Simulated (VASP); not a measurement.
Runs of VASP 6.6.1 on Tl. The structure is cubic, space group Im-3m (No. 229). Conventional cell: a = 3.851 Å, b = 3.851 Å, c = 3.851 Å, α = 90.00°, β = 90.00°, γ = 90.00°. Tl (site symmetry m-3m) has 8 Tl at 3.33 Å as nearest neighbours. This isn't the form of Tl at room conditions, which is hcp.

```csv
task,level,potentials or basis,cell,k mesh,cutoff (eV),gap on the mesh (eV),pressure (GPa)
single point,LDA,"VASP PAW LDA potentials, release 64 (Tl_d)","functional LDA, strained and moved within the space group",16 × 16 × 16,520,none,-3.2
single point,PBEsol,"VASP PAW PBE potentials, release 64 (Tl_d)","Im-3m, 28.55 Å³/atom",16 × 16 × 16,520,none,(a)
single point,PBEsol,"VASP PAW PBE potentials, release 64 (Tl_d)",strained and moved within a subgroup,15 × 15 × 15,520,none,1.2
relaxation of cell and atoms,PBEsol,"VASP PAW PBE potentials, release 64 (Tl_d)",relaxed,16 × 16 × 16,600,none,0.0
```

Alike in all rows: no spin polarisation; smearing gaussian 0.1 eV.

Question: Estimate the missing entries.

Answer: (a) -0.1.

Caveats: the PAW data sets were made with another functional, which shifts forces and pressure a little (some runs).

A k mesh can miss the band edges, and the runs leave out spin-orbit coupling on Tl.

A gap of «none» marks a metal or a gap under the smearing width.
